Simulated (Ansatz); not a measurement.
Crystal: ZrC.

```
Zr C
1.0
     0.00000    2.36500    2.36500
     2.36500    0.00000    2.36500
     2.36500    2.36500    0.00000
Zr C
1 1
Direct
  0.50000 0.50000 0.50000
  0.00000 0.00000 0.00000
```

Base run:

| Item | Value |
| --- | --- |
| Program | Ansatz 0.2.0 |
| Functional | PBEsol |
| Potentials or basis | Ansatz PAW |
| Cutoff | 420 eV (not typed: the program's choice for these potentials) |
| k mesh | 10 × 10 × 10 |
| Occupations | gaussian, width 0.1 eV |
| Spin | no spin polarisation |

Its results: band gap on the k mesh none (metal or under the smearing width); pressure -8.5 GPa.

Task: The run is repeated on the same cell with these changes: functional from PBEsol to RPBE; occupations from gaussian, width 0.1 eV to gaussian, width 0.05 eV. What comes out?

Result: Band gap on the k mesh none (metal or under the smearing width); pressure 0.3 GPa.

Caveats: the PAW data sets come from PBE, with cores solved anew for the run's functional, which leaves a small shift of forces and pressure.
